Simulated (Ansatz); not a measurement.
Runs of Ansatz 0.2.0 on FeO (Wuestite). It takes space group Fm-3m (No. 225, cubic). The conventional cell has a = 4.311 Å, b = 4.311 Å, c = 4.311 Å, α = 90.00°, β = 90.00°, γ = 90.00°. Around Fe (site symmetry m-3m) lie 6 O at 2.16 Å. O (site symmetry m-3m) has 6 Fe at 2.16 Å as nearest neighbours. 

```csv
task,level,potentials or basis,cell,k mesh,cutoff (eV),smearing,basis error allowed,gap on the mesh (eV),pressure (GPa),moment (μB),relaxed volume (Å³/atom)
phonons,LDA,"all-electron LAPW, scalar-relativistic",as given,8 × 8 × 8,373,fermi-dirac 0.05 eV,0.001 eV/atom,none,-,4.00,-
single point,PBE,"all-electron LAPW, scalar-relativistic",as given,11 × 11 × 11,349,gaussian 0.018 eV,0.001 eV/atom,none,-0.4,4.00,-
density of states,PBEsol,"all-electron LAPW, scalar-relativistic",as given,11 × 11 × 11,349,fermi-dirac 0.05 eV,0.001 eV/atom,none,-8.6,4.00,-
relaxation of cell and atoms,BLYP+D4,"all-electron LAPW, scalar-relativistic",relaxed,11 × 11 × 11,-,fermi-dirac 0.05 eV,0.001 eV/atom,-,0.0,4.00,9.90
relaxation of cell and atoms,LDA,"all-electron LAPW, scalar-relativistic",relaxed,11 × 11 × 11,-,fermi-dirac 0.05 eV,0.001 eV/atom,-,0.0,3.87,9.15
band structure,PBEsol,"all-electron LAPW, non-relativistic",as given,11 × 11 × 11,349,fermi-dirac 0.05 eV,0.001 eV/atom,-,-7.7,4.00,-
band structure,PBEsol,all-electron PAW datasets made for the crystal,as given,11 × 11 × 11,400,fermi-dirac 0.05 eV,-,-,-8.6,4.00,-
relaxation of cell and atoms,PBE+D3(BJ),"all-electron LAPW, scalar-relativistic",relaxed,8 × 8 × 8,-,fermi-dirac 0.05 eV,0.001 eV/atom,-,0.0,4.00,9.82
elastic constants,PBE,"all-electron LAPW, scalar-relativistic",as given,8 × 8 × 8,373,fermi-dirac 0.05 eV,0.001 eV/atom,none,-0.2,4.00,-
relaxation of cell and atoms,PBE,"all-electron LAPW, scalar-relativistic",relaxed,11 × 11 × 11,-,fermi-dirac 0.05 eV,0.001 eV/atom,-,0.0,4.00,10.00
relaxation of cell and atoms,PBE+D4,"all-electron LAPW, scalar-relativistic",relaxed,8 × 8 × 8,-,fermi-dirac 0.05 eV,0.001 eV/atom,-,0.0,4.00,(a)
band structure,LDA,"all-electron LAPW, scalar-relativistic",as given,11 × 11 × 11,349,fermi-dirac 0.05 eV,0.001 eV/atom,-,(b),4.00,-
```

Alike in all rows: spin collinear, ferromagnetic start.

Problem. Estimate the missing entries.

Solution. (a) 9.84; (b) -15.6.

Caveats: a cell with one magnetic atom can't hold antiferromagnetic order, which such compounds often take; semilocal functionals often make such compounds metallic where correlation or magnetic order opens a gap, which also shifts bond lengths (some runs); the k mesh is thin for a metal, which can move the energy by tens of meV per atom (some runs); a metal's response needs a denser mesh (some runs); elastic constants of metals need much finer meshes, so these are rough (some runs); so large a pressure means that the cell lies far from this level's equilibrium, or that cutoff or potentials fall short (some runs).

A gap of «none» marks a metal or a gap under the smearing width.

The runs don't all hold the same shells in valence.
